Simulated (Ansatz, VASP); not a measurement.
# SiGe: VASP beside Ansatz

```
CELL_PARAMETERS angstrom
0.00000 2.45967 2.77146
2.45967 0.00000 2.77146
2.45967 2.45967 0.00000
ATOMIC_POSITIONS crystal
Si 0.00000 0.00000 0.00000
Ge 0.75000 0.75000 0.75000
```

Change from the starting cell: strain -0.1125 x Voigt [1, 1, 0, 0, 0, 0], atoms carried along.

Alike in both runs: task single point; functional LDA; k mesh 10 × 10 × 10; occupations gaussian, width 0.05 eV; no spin polarisation.

|  | VASP | Ansatz |
| --- | --- | --- |
| version | VASP 6.6.1 | Ansatz 0.2.0 |
| potentials or method | VASP PAW LDA potentials, release 64 (Si, Ge_d) | scalar-relativistic, plane waves, PAW |
| plane-wave cutoff (eV) | 520 | 420 |
| valence electrons in the cell | 18 | 18 |

```csv
,VASP,Ansatz,Ansatz less VASP
gap on the k mesh at the Fermi level (eV),none,none,-
pressure (GPa),27.9,27.7,-0.17
largest component of the traceless stress (GPa),7.82,7.84,+0.020
```

A gap of «none» marks a metal or a gap that the smearing closes.

Caveats: so large a pressure means that the cell lies far from this level's equilibrium, or that cutoff or potentials fall short (VASP).
